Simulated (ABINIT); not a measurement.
# Ag (Im-3m) in ABINIT: equation of state

Aim: energy against volume of Ag in PBEsol, for its equilibrium volume and stiffness.

All numbers are computed with ABINIT 10.8.3 (patched build); they aren't measurements. Logs are shortened: lines on timing, memory, paths and dates and some standing lists are left out, and cuts for length are marked. The log counts tension as positive stress, the text compression.

## (1) The crystal as given

Symmetry: Im-3m, No. 229, cubic system. Conventional cell: a = 3.311 Å, b = 3.311 Å, c = 3.311 Å, α = 90.00°, β = 90.00°, γ = 90.00°. Ag (site symmetry m-3m) is surrounded by 8 Ag at 2.87 Å.

This isn't the form of Ag at room conditions, which is fcc.

## (2) Equation of state, PBEsol

Input file run.abi:

```
ndtset 7
getwfk -1
scalecart1 3*0.9795861087
scalecart2 3*0.9864848297
scalecart3 3*0.9932883884
scalecart4 3*1.0000000000
scalecart5 3*1.0066227096
scalecart6 3*1.0131594038
scalecart7 3*1.0196128224

pp_dirpath "./"
pseudos "Ag.upf"

acell 3*1.0
rprim
    -3.1287326171     3.1287326171     3.1287326171
     3.1287326171    -3.1287326171     3.1287326171
     3.1287326171     3.1287326171    -3.1287326171
ntypat 1
znucl 47
natom 1
typat 1
xred
     0.0000000000     0.0000000000     0.0000000000

ecut 41.0

kptopt 1
ngkpt 11 11 11
nshiftk 1
shiftk 0.0 0.0 0.0

ixc -116133

nband 14
occopt 3
tsmear 0.05 eV

nstep 100
tolvrs 1.0e-10

iomode 3
prtwf 1
prtden 0
prteig 0
prtebands 0
enunit 2
```

Potentials or basis: PseudoDojo NC SR PBEsol v0.4.1 standard.

Started as:

```console
abinit run.abi > log 2>&1
```

run.abo:

```text
.Version 10.8.3 of ABINIT
 DATASET    1 : space group Im -3 m (#229); Bravais cI (body-center cubic)
================================================================================
 Values of the parameters that define the memory need for DATASET  1.
     intxc =       0    ionmov =       0      iscf =       7    lmnmax =       6
     lnmax =       6     mgfft =      32  mpssoang =       3    mqgrid =    3001
     natom =       1  nloc_mem =       1    nspden =       1   nspinor =       1
    nsppol =       1      nsym =      48    n1xccc =    2501    ntypat =       1
    occopt =       3   xclevel =       2
       mpw =        1460          nfft =       32768          nkpt =          56
================================================================================
================================================================================
[... 61 lines left out ...]
 DATASET    7 : space group Im -3 m (#229); Bravais cI (body-center cubic)
================================================================================
 Values of the parameters that define the memory need for DATASET  7.
     intxc =       0    ionmov =       0      iscf =       7    lmnmax =       6
     lnmax =       6     mgfft =      32  mpssoang =       3    mqgrid =    3001
     natom =       1  nloc_mem =       1    nspden =       1   nspinor =       1
    nsppol =       1      nsym =      48    n1xccc =    2501    ntypat =       1
    occopt =       3   xclevel =       2
       mpw =        1646          nfft =       32768          nkpt =          56
================================================================================
================================================================================

--------------------------------------------------------------------------------
------------- Echo of variables that govern the present computation ------------
--------------------------------------------------------------------------------
 -outvars: echo values of preprocessed input variables --------
            acell      1.0000000000E+00  1.0000000000E+00  1.0000000000E+00 Bohr
              amu      1.07868200E+02
             ecut      4.10000000E+01 Hartree
           enunit           2
           getwfk          -1
                       outvar_i_n : Printing only first  50 k-points.
              ixc     -116133
           jdtset        1    2    3    4    5    6    7
                       outvar_i_n : Printing only first  50 k-points.
         kptrlatt       11    0    0      0   11    0      0    0   11
          kptrlen1     5.83934830E+01
          kptrlen2     5.88047182E+01
          kptrlen3     5.92102808E+01
          kptrlen4     5.96103624E+01
[... 30 lines left out ...]
                       3.1494533046E+00  3.1494533046E+00 -3.1494533046E+00
            rprim6    -3.1699048730E+00  3.1699048730E+00  3.1699048730E+00
                       3.1699048730E+00 -3.1699048730E+00  3.1699048730E+00
                       3.1699048730E+00  3.1699048730E+00 -3.1699048730E+00
            rprim7    -3.1900958943E+00  3.1900958943E+00  3.1900958943E+00
                       3.1900958943E+00 -3.1900958943E+00  3.1900958943E+00
                       3.1900958943E+00  3.1900958943E+00 -3.1900958943E+00
          spgroup         229
           tolvrs      1.00000000E-10
           tsmear      1.83746611E-03 Hartree
            typat      1
                       outvars : Printing only first  50 k-points.
            znucl       47.00000

================================================================================

 chkinp: Checking input parameters for consistency, jdtset=   1.

 chkinp: Checking input parameters for consistency, jdtset=   2.
[... 29 lines left out ...]
 getcut: wavevector=  0.0000  0.0000  0.0000  ngfft=  32  32  32
         ecut(hartree)=     41.000   => boxcut(ratio)=   2.09336

--- Pseudopotential description ------------------------------------------------
- pspini: atom type   1  psp file is ./Ag.upf
12 -116133 2 -1 1538                          pspcod,pspxc,lmax,lloc,mmax
     nproj     2     2     2

   5.25270417E+02                                ecore*ucvol(ha*bohr**3)
--------------------------------------------------------------------------------

================================================================================

--- !BeginCycle
iteration_state: {dtset: 1, }
solver: {iscf: 7, nstep: 100, nline: 4, wfoptalg: 0, }
tolerances: {tolvrs: 1.00E-10, }
...
[... 990 lines left out ...]
-Cartesian components of stress tensor (GPa)         [Pressure= -1.0981E+01 GPa]
- sigma(1 1)=  1.09811365E+01  sigma(3 2)=  0.00000000E+00
- sigma(2 2)=  1.09811365E+01  sigma(3 1)=  0.00000000E+00
- sigma(3 3)=  1.09811365E+01  sigma(2 1)=  0.00000000E+00

== END DATASET(S) ==============================================================
================================================================================

 -outvars: echo values of variables after computation  --------
            acell      1.0000000000E+00  1.0000000000E+00  1.0000000000E+00 Bohr
           etotal1    -1.5489714098E+02
           etotal2    -1.5489690120E+02
           etotal3    -1.5489649843E+02
           etotal4    -1.5489595381E+02
           etotal5    -1.5489528791E+02
           etotal6    -1.5489451725E+02
           etotal7    -1.5489365703E+02
            fcart1    -0.0000000000E+00 -0.0000000000E+00 -0.0000000000E+00
            fcart2    -0.0000000000E+00 -0.0000000000E+00 -0.0000000000E+00
            fcart3    -0.0000000000E+00 -0.0000000000E+00 -0.0000000000E+00
            fcart4    -0.0000000000E+00 -0.0000000000E+00 -0.0000000000E+00
            fcart5    -0.0000000000E+00 -0.0000000000E+00 -0.0000000000E+00
            fcart6    -0.0000000000E+00 -0.0000000000E+00 -0.0000000000E+00
            fcart7    -0.0000000000E+00 -0.0000000000E+00 -0.0000000000E+00
            rprim1    -3.0648630095E+00  3.0648630095E+00  3.0648630095E+00
                       3.0648630095E+00 -3.0648630095E+00  3.0648630095E+00
                       3.0648630095E+00  3.0648630095E+00 -3.0648630095E+00
[... 17 lines left out ...]
                       3.1900958943E+00  3.1900958943E+00 -3.1900958943E+00
           strten1     6.7855095204E-05  6.7855095204E-05  6.7855095204E-05
                       0.0000000000E+00  0.0000000000E+00  0.0000000000E+00
           strten2     1.3916634034E-04  1.3916634034E-04  1.3916634034E-04
                       0.0000000000E+00  0.0000000000E+00  0.0000000000E+00
           strten3     2.0094432209E-04  2.0094432209E-04  2.0094432209E-04
                       0.0000000000E+00  0.0000000000E+00  0.0000000000E+00
           strten4     2.5434088529E-04  2.5434088529E-04  2.5434088529E-04
                       0.0000000000E+00  0.0000000000E+00  0.0000000000E+00
           strten5     3.0023169651E-04  3.0023169651E-04  3.0023169651E-04
                       0.0000000000E+00  0.0000000000E+00  0.0000000000E+00
           strten6     3.3964587641E-04  3.3964587641E-04  3.3964587641E-04
                       0.0000000000E+00  0.0000000000E+00  0.0000000000E+00
           strten7     3.7324124292E-04  3.7324124292E-04  3.7324124292E-04
                       0.0000000000E+00  0.0000000000E+00  0.0000000000E+00
 Calculation completed.
```

Run time: 2.3 min. Hardware: 1 thread of Arm Neoverse V2, shared host; peak memory 0.11 GiB.

Results:

```
Equilibrium volume : 16.79 Å³/atom (rough: see the caveat)
Bulk modulus       : 117 GPa (rough)
```

Energy against volume, from the lowest point:
| volume (Å³/atom) | energy (meV/atom) |
| --- | --- |
| 17.065 | 0.00 |
| 17.428 | 6.52 |
| 17.791 | 17.48 |
| 18.154 | 32.30 |
| 18.517 | 50.42 |
| 18.880 | 71.40 |
| 19.243 | 94.80 |

Caveat: pressures at fixed basis lie under the slope of the energies; the minimum lies outside the volumes run.
